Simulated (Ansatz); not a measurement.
# Au: convergence with LAPW's plane-wave cutoff

Aim: hold Au and all else fixed and vary LAPW's plane-wave cutoff, to see how far energy and properties move.

Method: DFT, PBEsol, all-electron LAPW, scalar-relativistic, in Ansatz 0.2.0.

3 further runs of the same task are left out: 3 that didn't finish.

## Step 1: Starting point

Symmetry: Cmcm, No. 63, orthorhombic system. The conventional cell has a = 2.823 Å, b = 5.112 Å, c = 4.893 Å, α = 90.00°, β = 90.00°, γ = 90.00°. Around Au (site symmetry m2m) lie 12 Au at 2.82 to 2.97 Å.

Coordinates:

```
Au
1.0
     1.41131   -2.55593    0.00000
     1.41131    2.55593    0.00000
     0.00000    0.00000    4.89317
Au
2
Direct
  0.66533 0.33467 0.75000
  0.33467 0.66533 0.25000
```

The cell is one relaxed in the Materials Project, used as it stands.

Atoms are numbered in the order of the input: Au1, Au2.

## Step 2: With plane-wave cutoff typed as 90 eV

Input file input.yaml:

```yaml
crystal:
  lattice:
    - [1.411309965, -2.555933025, 0.0]
    - [1.411309965, 2.555933025, 0.0]
    - [0.0, 0.0, 4.89316961]
  atoms:
    - { symbol: Au, position: [0.66532797, 0.33467203, 0.75] }
    - { symbol: Au, position: [0.33467203, 0.66532797, 0.25] }
kpoints:
  mp_grid: { grid: [15, 15, 8] }
scf:
  occupations: { method: fermi_dirac, width: 0.08 }
hamiltonian:
  xc: pbesol
  pseudopotentials: { kind: all_electron, lapw: { basis_error: 0.0005 } }
output:
  forces: true
  stress: true
  eigenvalues: true
basis:
  ecutwfc: 90
```

Launch:

```console
$ ansatz run input.yaml --threads 1 --pin off --max-ram 2048MiB --backend cpu --events-out ev --progress --plain --runs-dir out
```

## Step 3: With plane-wave cutoff typed as 180 eV

input.yaml, as its differences from that of step 2:

```diff
@@ -20,2 +20,2 @@
 basis:
-  ecutwfc: 90
+  ecutwfc: 180
```

## Step 4: With plane-wave cutoff typed as 260 eV

input.yaml, as its differences from that of step 3:

```diff
@@ -20,2 +20,2 @@
 basis:
-  ecutwfc: 180
+  ecutwfc: 260
```

(Steps that only read results are left out.)

**Question.** What will these runs give? Wanted: energy error of the loosest run; pressure, lowest to highest.

As calculated:

| quantity | value |
| --- | --- |
| energy error of the loosest run (LAPW) | 411.0 meV/atom |
| within 1 meV/atom from | no run before the tightest |
| pressure, lowest to highest (LAPW) | -5.32 to -0.87 GPa |

**Reading.** At the loosest setting in the table the energy misses the tightest run by 411.0 meV/atom; even the run before the tightest is more than 1 meV/atom away, so the sweep hasn't shown convergence. The energy falls at every step, as a growing basis should make it. The pressure spans 4.45 GPa (LAPW). The tightest run took 1.9 min against 74 s for the loosest. Spin-orbit coupling is left out, though the cell holds Au; in elements this heavy it can shift bands and gaps by tenths of an eV.
